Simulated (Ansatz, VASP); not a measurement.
One calculation of Fe, two programs

```
Fe
1.0
     0.00000    1.70608    1.70608
     1.70608    0.00000    1.70608
     1.70608    1.70608    0.00000
Fe
1
Direct
  0.00000 0.00000 0.00000
```

Change from the starting cell: volume scaled by 0.9405.

Alike in both runs: task single point; functional PBE; k mesh 18 × 18 × 18; occupations fermi-dirac, width 0.05 eV; collinear spin.

```csv
,VASP,Ansatz
version,VASP 6.6.1,Ansatz 0.2.0
potentials or method,"VASP PAW PBE potentials, release 64 (Fe), cutoff 520 eV","all-electron LAPW, scalar-relativistic"
```

|  | VASP | Ansatz | Ansatz less VASP |
| --- | --- | --- | --- |
| pressure (GPa) | 13.9 | 14.9 | +0.96 |
| net moment per atom (μB) | 0.73 | 0.74 | +0.012 |
| size of the moment on the site where the two differ most (μB) | 0.72 | 0.75 | +0.033 |

Site moments also hang on the region over which each program counts them. Ansatz ran all-electron here, so the differences hold the error of VASP's frozen core and of both bases.
